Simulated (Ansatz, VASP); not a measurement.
# Two plane-wave programs on Mg

The input INCAR:

```
ALGO     = Fast           # electronic algorithm
EDIFF    = 1E-7           # SCF threshold, eV
EDIFFG   = -0.002         # ionic threshold
ENCUT    = 600            # plane-wave cutoff, eV
IBRION   = 2              # ionic algorithm
ISIF     = 3              # what is computed and relaxed
ISMEAR   = 1              # smearing method
LASPH    = T              # aspherical terms in the spheres
LCHARG   = F              # write CHGCAR
LREAL    = F              # projectors in reciprocal space
LWAVE    = F              # write WAVECAR
NELM     = 80             # most SCF steps
NSW      = 80             # ionic steps
PREC     = Accurate       # precision mode
SIGMA    = 0.1            # smearing width, eV
```

The input KPOINTS:

```
k-points
0
Gamma
  21 21 12
```

Contents of POSCAR:

```
Mg
1.0
    3.2093000000      0.0000000000      0.0000000000
   -1.6046500000      2.7793353284      0.0000000000
    0.0000000000      0.0000000000      5.2103000000
Mg
2
Direct
    0.3333333333      0.6666666667      0.2500000000
    0.6666666667      0.3333333333      0.7500000000
```

Input for Ansatz:

```yaml
crystal:
  lattice:
    - [3.2093, 0.0, 0.0]
    - [-1.60465, 2.7793353284, 0.0]
    - [0.0, 0.0, 5.2103]
  atoms:
    - { symbol: Mg, position: [0.3333333333, 0.6666666667, 0.25] }
    - { symbol: Mg, position: [0.6666666667, 0.3333333333, 0.75] }
scf:
  occupations: { method: methfessel_paxton, width: 0.1 }
output:
  forces: true
  stress: true
  eigenvalues: true
  write_density: true
  write_potential: true
  elf: true
  volumetric_format: npy
kpoints:
  mp_grid: { grid: [21, 21, 12] }
hamiltonian:
  xc: lda
relax:
  f_tol: 0.002
  adjacent_minimum: "off"
  cell: { stress_tol: 0.05 }
```

Alike in both runs: task relaxation of cell and atoms; functional LDA; k mesh 21 × 21 × 12; occupations methfessel-paxton of order 1, width 0.1 eV; no spin polarisation.

|  | VASP | Ansatz |
| --- | --- | --- |
| version | VASP 6.6.1 | Ansatz 0.2.0 |
| potentials or method | VASP PAW LDA potentials, release 64 (Mg) | scalar-relativistic, plane waves, PAW |
| plane-wave cutoff (eV) | 600 | 420 |
| valence electrons in the cell | 4 | 20 |

```csv
,VASP,Ansatz,Ansatz less VASP
"gap on the k mesh at the Fermi level, each at its own relaxed structure (eV)",none,none,-
relaxed volume (Å³/atom),21.43,21.61,+0.173
relaxed cell length with the largest relative difference (Å),5.070,5.087,+0.0163
energy change over the relaxation (meV/atom),-17,-14,+3.5
```

A gap of «none» marks a metal or a gap that the smearing closes. The two sets of potentials don't hold the same shells in valence.

LDA usually gives volumes a few per cent too small. Zero-point motion and thermal expansion aren't in these numbers.
